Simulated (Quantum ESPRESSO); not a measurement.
Runs of Quantum ESPRESSO 7.5 on PbSe (Clausthalite). It takes space group Fm-3m (No. 225, cubic). Conventional cell: a = 6.121 Å, b = 6.121 Å, c = 6.121 Å, α = 90.00°, β = 90.00°, γ = 90.00°. Pb (site symmetry m-3m) is surrounded by 6 Se at 3.06 Å. Around Se (site symmetry m-3m) lie 6 Pb at 3.06 Å. 

| level | potentials or basis | form of the LDA correlation | pressure (GPa) |
| --- | --- | --- | --- |
| LDA | GBRV 1.5 LDA | PZ81 | (b) |
| WC | GBRV 1.5 PBE | - | -0.5 |
| AM05 | GBRV 1.5 PBE | - | 0.0 |
| PBEsol | GBRV 1.5 PBEsol | - | (a) |
| BLYP | GBRV 1.5 PBE | - | 5.8 |

Alike in all rows: task dielectric tensor; no spin polarisation; cell as given; k mesh 6 × 6 × 6, shifted; cutoff (eV) 612; smearing fermi-dirac 0.05 eV.

**Question.** Estimate the missing entries.

**Answer.** (a) -0.6; (b) -2.3.

Caveats: the potentials were made for another functional, which shifts forces and pressure (some runs); the cell is more than 3 GPa from zero pressure, which shifts response properties (some runs).

Runs at the PBE level aren't shown here.
